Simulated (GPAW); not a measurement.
# Near-edge structure at the Si K edge of diamond-type (Si)₁₋ₓ(Ge)ₓ at x = 0

Aim: the Si K edge in diamond-type (Si)₁₋ₓ(Ge)ₓ at x = 0, one member of a composition series.

Main program and level: GPAW 26.7.0; X-ray absorption from dipole matrix elements to empty bands, plane-wave PAW LDA.

Report form: the programs' logs are mostly left out.

**1. Starting point**

It takes space group Fd-3m (No. 227, cubic). The conventional cell has a = 5.431 Å, b = 5.431 Å, c = 5.431 Å, α = 90.00°, β = 90.00°, γ = 90.00°. Nearest to Si lie 4 Si at 2.35 Å. 16-atom diamond-type cell, 0 of 16 Si sites taken by Ge at random, lattice constants typed for the ends and interpolated (Vegard).

Structure file:

```
Si
1.0
     0.00000    5.43100    5.43100
     5.43100    0.00000    5.43100
     5.43100    5.43100    0.00000
Si
16
Direct
  0.00000 0.00000 0.00000
  0.12500 0.12500 0.12500
  0.00000 0.00000 0.50000
  0.12500 0.12500 0.62500
  0.00000 0.50000 0.00000
  0.12500 0.62500 0.12500
  0.00000 0.50000 0.50000
  0.12500 0.62500 0.62500
  0.50000 0.00000 0.00000
  0.62500 0.12500 0.12500
  0.50000 0.00000 0.50000
  0.62500 0.12500 0.62500
  0.50000 0.50000 0.00000
  0.62500 0.62500 0.12500
  0.50000 0.50000 0.50000
  0.62500 0.62500 0.62500
```

**2. The field without a hole**

The ground state comes first: it tells whether the system has a gap, which decides how the excited electron is treated.

Contents of scf.py:

```python
import numpy as np
from ase import Atoms
from ase.parallel import parprint, paropen
from gpaw import GPAW, PW, FermiDirac, Mixer, MixerDif, setup_paths
from gpaw.test import gen
setup_paths.insert(0, '.')
gen('Si', name='nch1s', xcname='LDA', corehole=(1, 0, 0), write_xml=True)
from gpaw.mpi import world
world.barrier()

atoms = Atoms('Si16',
    cell=[[0, 5.431, 5.431],
     [5.431, 0, 5.431],
     [5.431, 5.431, 0]],
    scaled_positions=[[0, 0, 0],
     [0.125, 0.125, 0.125],
     [0, 0, 0.5],
     [0.125, 0.125, 0.625],
     [0, 0.5, 0],
     [0.125, 0.625, 0.125],
     [0, 0.5, 0.5],
     [0.125, 0.625, 0.625],
     [0.5, 0, 0],
     [0.625, 0.125, 0.125],
     [0.5, 0, 0.5],
     [0.625, 0.125, 0.625],
     [0.5, 0.5, 1],
     [0.625, 0.625, 0.125],
     [0.5, 0.5, 0.5],
     [0.625, 0.625, 0.625]],
    pbc=True)
atoms.calc = calc = GPAW(legacy_gpaw=True, mode=PW(400, force_complex_dtype=True), xc='LDA', setups={0: 'nch1s'},
    kpts={'size': (4, 4, 4), 'gamma': True}, occupations=FermiDirac(0.05),
    charge=0, mixer=Mixer(0.1, 5, 50), maxiter=150,
    convergence={'density': 0.0001, 'eigenstates': 1e-6}, txt='scf.txt')
energy = atoms.get_potential_energy() + calc.get_reference_energy()
ef = calc.get_fermi_level()
out = dict(energy=energy, fermi=ef, forces=atoms.get_forces().tolist())
parprint(f'all-electron energy {energy:.4f} eV, Fermi level {ef:.4f} eV')
ev = np.array([[calc.get_eigenvalues(k, s) for k in range(len(calc.get_ibz_k_points()))] for s in range(calc.get_number_of_spins())])
out['homo'], out['lumo'], out['counts'] = ev[ev < ef].max(), ev[ev > ef].min(), sorted(set((ev < ef).sum((0, 2)).tolist()))
out['filled'] = (ev[:, 0] < ef).sum(1).tolist()
import json
with paropen('out.json', 'w') as f:
    json.dump(out, f)
```

Started as:

```
> OMP_NUM_THREADS=1 mpirun -n 4 gpaw python scf.py
```

Run time: 20 s. Hardware: 4 MPI ranks of Arm Neoverse V2, shared host; peak memory 0.28 GiB; 78 s of CPU time.

The mesh shows a gap of 0.52 eV. The excited electron is kept all the same, so that all members of the series, with or without a gap, are treated alike.

**3. Reference energy of the cell**

The photon energy needs a difference of total energies, so the cell and mesh of the coming hole run are first run without a hole.

Edit scf.py of step 2 so:

```diff
@@ -26,3 +26,3 @@
      [0.625, 0.125, 0.625],
-     [0.5, 0.5, 1],
+     [0.5, 0.5, 0],
      [0.625, 0.625, 0.125],
@@ -32,3 +32,3 @@
 atoms.calc = calc = GPAW(legacy_gpaw=True, mode=PW(400, force_complex_dtype=True), xc='LDA', setups={0: 'nch1s'},
-    kpts={'size': (4, 4, 4), 'gamma': True}, occupations=FermiDirac(0.05),
+    kpts={'size': (3, 3, 3), 'gamma': True}, occupations=FermiDirac(0.02),
     charge=0, mixer=Mixer(0.1, 5, 50), maxiter=150,
```

It took 11 s on 4 MPI ranks; peak memory 0.27 GiB; 44 s of CPU time.

Reference energy: -125834.281 eV with the cores included.

**4. Spectrum with XCH, Si atom 1**

The holes are 7.7 Å apart. In GPAW the data set carries the hole's charge, so charge=0 means a charged cell and charge=-1 a neutral one. The excited electron is kept in the cell, where it fills the lowest empty states and screens the hole. After the field has converged, empty bands are computed with the density fixed and the dipole matrix elements are summed.

The absorber has 4 Si at 2.35 Å (tetrahedral).

Contents of xas.py:

```python
import numpy as np
from ase import Atoms
from ase.parallel import parprint, paropen
from gpaw import GPAW, PW, FermiDirac, Mixer, MixerDif, setup_paths
from gpaw.test import gen
setup_paths.insert(0, '.')
gen('Si', name='fch1s', xcname='LDA', corehole=(1, 0, 1), write_xml=True)
from gpaw.mpi import world
world.barrier()

atoms = Atoms('Si16',
    cell=[[0, 5.431, 5.431],
     [5.431, 0, 5.431],
     [5.431, 5.431, 0]],
    scaled_positions=[[0, 0, 0],
     [0.125, 0.125, 0.125],
     [0, 0, 0.5],
     [0.125, 0.125, 0.625],
     [0, 0.5, 0],
     [0.125, 0.625, 0.125],
     [0, 0.5, 0.5],
     [0.125, 0.625, 0.625],
     [0.5, 0, 0],
     [0.625, 0.125, 0.125],
     [0.5, 0, 0.5],
     [0.625, 0.125, 0.625],
     [0.5, 0.5, 0],
     [0.625, 0.625, 0.125],
     [0.5, 0.5, 0.5],
     [0.625, 0.625, 0.625]],
    pbc=True)
atoms.calc = calc = GPAW(legacy_gpaw=True, mode=PW(400, force_complex_dtype=True), xc='LDA', setups={0: 'fch1s'},
    kpts={'size': (3, 3, 3), 'gamma': True}, occupations=FermiDirac(0.04),
    charge=-1, mixer=Mixer(0.1, 5, 50), maxiter=150,
    convergence={'density': 0.0001, 'eigenstates': 1e-6}, txt='scf.txt')
energy = atoms.get_potential_energy() + calc.get_reference_energy()
ef = calc.get_fermi_level()
out = dict(energy=energy, fermi=ef, forces=atoms.get_forces().tolist())
parprint(f'all-electron energy {energy:.4f} eV, Fermi level {ef:.4f} eV')
ev = np.array([[calc.get_eigenvalues(k, s) for k in range(len(calc.get_ibz_k_points()))] for s in range(calc.get_number_of_spins())])
out['homo'], out['lumo'], out['counts'] = ev[ev < ef].max(), ev[ev > ef].min(), sorted(set((ev < ef).sum((0, 2)).tolist()))
out['filled'] = (ev[:, 0] < ef).sum(1).tolist()

from ase.units import Ha
from gpaw.xas import dipole_matrix_elements
nb = int(calc.get_number_of_electrons() / 2) + 164
top, nb = nb, nb + 8 + nb // 12
nscf = calc.fixed_density(kpts={'size': (4, 4, 4), 'gamma': True}, nbands=nb,
    convergence={'bands': top, 'eigenstates': 5e-3}, maxiter=60, txt='nscf.txt')
cell = atoms.cell.array
ops = [cell.T @ U.T @ np.linalg.inv(cell.T) for U in nscf.wfs.kd.symmetry.op_scc]
filled = [32]  # bands filled in the ground state, by spin
E = np.arange(-6, 30, 0.1)
fwhm = np.interp(E, [4, 25], [0.9, 3.5])
Y, X, zero, highest = 0, 0, 1e9, 1e9
for spin in range(nscf.get_number_of_spins()):
    wfs = nscf.wfs
    mine = wfs.bd.get_slice()  # this rank's bands
    A = dipole_matrix_elements(wfs.setups[0])
    eps = np.zeros((wfs.kd.nibzkpts, nb))
    d = np.zeros((3, A.shape[1], wfs.kd.nibzkpts, nb), complex)
    for kpt in wfs.kpt_u:
        if kpt.s == spin and 0 in kpt.P_ani:
            eps[kpt.k, mine] = kpt.eps_n * Ha
            d[:, :, kpt.k, mine] = (kpt.weight * wfs.nspins / 2) ** 0.5 * np.inner(A, kpt.P_ani[0])
    world.sum(eps)
    world.sum(d)
    T = np.einsum('amkn,bmkn->abkn', d, d.conj()).real
    T = sum(np.einsum('ai,ijkn,bj->abkn', R, T, R) for R in ops) / len(ops)
    empty = np.ones_like(eps, bool) & (np.arange(nb) >= filled[spin])
    zero, highest = min(zero, eps[empty].min()), min(highest, eps[:, top - 1].min())
    lines = [(eps, T, empty)] if spin == 0 else lines + [(eps, T, empty)]
for eps, T, empty in lines:
    f = np.einsum('aakn->akn', T).reshape(3, -1)
    x = eps.ravel() - zero
    w = np.interp(x, E, fwhm) / 2.35482
    g = np.exp(-0.5 * ((E[:, None] - x) / w) ** 2) / (w * (2 * np.pi) ** 0.5)
    Y = Y + (f * empty.ravel()) @ g.T
    X = X + (f * ~empty.ravel()) @ g.T
out.update(E=E.round(2).tolist(), xas=Y.tolist(), xes=X.tolist(), zero=zero, valid=highest - zero, nk=len(eps), nb=nb)
for i in range(0, len(E), 10):
    parprint(f'{E[i]:7.2f}', *(f'{v:10.3e}' for v in Y[:, i]))
import json
with paropen('out.json', 'w') as f:
    json.dump(out, f)
```

Started as:

```
> OMP_NUM_THREADS=1 mpirun -n 4 gpaw python xas.py
```

Elapsed: 64 s, on 4 MPI ranks; peak memory 0.4 GiB; 4.3 min of CPU time.

The Si K spectrum, Si atom 1, excited-electron core hole (neutral cell) (energy from the bottom of the conduction band, which holds the excited electron; intensity scaled to a mean of 1 over the first 20 eV):

```
E (eV)  intensity
  -2.0       0.00
  -1.0       0.00
   0.0       0.12
   1.0       0.88
   2.0       1.25
   3.0       1.44
   4.0       1.60
   5.0       0.97
   6.0       0.81
   7.0       1.38
   8.0       0.79
   9.0       1.03
  10.0       1.15
  11.0       0.91
  12.0       1.04
  13.0       1.15
  14.0       1.02
  15.0       0.78
  16.0       0.76
  17.0       0.87
  18.0       0.87
  19.0       0.78
  20.0       0.74
  21.0       0.71
  22.0       0.63
  23.0       0.59
  24.0       0.66
  25.0       0.79
```

Main maxima below 24 eV (height): 1.8 eV (1.30), 3.6 eV (1.71), 7.0 eV (1.38), 9.6 eV (1.21), 13.0 eV (1.15) and 17.5 eV (0.90). A K edge sees empty p states on the absorber.

The total-energy difference is 1843.54 eV. One term is added: -14.86 eV, since the hole is spin-paired here and a spin-polarised one costs that much less in the free atom (computed apart). The photon energy is then 1828.68 eV. The tabulated edge of the element is 1839 eV. The functional leaves an error in such absolute values: in the free atom LDA prices this hole 7.8 eV below PBE (computed apart), and PBE is itself good to a few eV.

**5. Summary of results**

- absorber and edge: Si K, atom 1 of the ground-state input (counted from 1)
- surroundings: 4 Si at 2.35 Å (tetrahedral)
- highest intensity below 16 eV: 3.6 eV above the zero, height 1.71
- photon energy of the zero, with the added terms: 1828.7 eV (raw 1843.5 eV; LDA puts this hole about 8 eV below PBE, itself good to a few eV)

What this shows: The Si K edge of atom 1, with 4 Si at 2.35 Å (tetrahedral), has its highest intensity of the first 16 eV at 3.6 eV above the zero, near 1832 eV in photon energy (LDA puts this hole about 8 eV below PBE, itself good to a few eV), 1.7 times the mean level of the first 20 eV (Gaussian full width 0.9 eV up to 4 eV, rising linearly to 3.5 eV at 25 eV). The mesh is coarse (0.25 Å⁻¹ between points), so small maxima may be mesh ripples. Lifetime broadening is put in by hand, and intensities beyond about 20 eV depend on it and on the partial waves; weight that the partial waves miss at high energy is lost.

[Logs are printed without paths, hosts, clocks, repeated set-up lines and the standing remarks that a program may print on its own settings, such as how far it seeks lower states.]

[Hosts, paths, dates, database ids (printed as entryN), source tags and the programs' standing remarks are cut or masked in the printed files.]

[Lists of maxima count a maximum above −3 eV only where it reaches 4 % of the highest in the window and stands out from its surroundings by 2 % of it (1.5 % where it reaches 55 %); shoulders and weaker maxima are passed over, and of the rest the first, up to two pre-edge ones and the few strongest are named.]
